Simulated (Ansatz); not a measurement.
A (100) slab of InP (Fm-3m (No. 225)), 4 planes, outer planes InP (top) and InP (bottom), with 8 atoms (In4P4) in a surface cell of A = 14.901 Å², as cut from the bulk:

```xyz
8
Lattice="3.8602 0.0000 0.0000 0.0000 3.8602 0.0000 0.0000 0.0000 23.1887" Properties=species:S:1:pos:R:3 pbc="T T T"
In    1.9301    1.9301    7.5000
P     0.0000    0.0000    7.5000
In    0.0000    0.0000   10.2296
P     1.9301    1.9301   10.2296
In    1.9301    1.9301   12.9591
P     0.0000    0.0000   12.9591
In    0.0000    0.0000   15.6887
P     1.9301    1.9301   15.6887
```

The calculation used Ansatz, DFT PBEsol, scalar-relativistic, plane waves, PAW. Cutoff 420 eV; k points 9×9×1 on the computed 8-atom cell (Γ-centred); Gaussian smearing, width 0.10 eV; no spin polarisation.

Against the same 8 atoms in the bulk, the slab as cut lies 0.915 eV higher and the relaxed slab 0.835 eV higher.

(1) Work out the surface energy before and after relaxation.

(2) What is the ideal work of this cut, per area?

Answers

(1) The slab has two faces, so γ = (E_slab − N·E_bulk)/(2A), the mean of both. As cut: 0.915/(2 × 14.901) = 0.0307 eV/Å², and 1 eV/Å² = 16.02 J/m², so γ = 0.49 J/m². Relaxed: 0.835/(2 × 14.901) = 0.0280 eV/Å² = 0.45 J/m². Relaxation recovers 9 % of the cost of cutting.

(2) Griffith's ideal work is 2γ: 0.98 J/m² if the new faces stay rigid, 0.90 J/m² if they relax. One thickness was run, 4 planes, so γ can still shift with it.

The reference crystal is the rock-salt form of InP, which isn't its usual structure.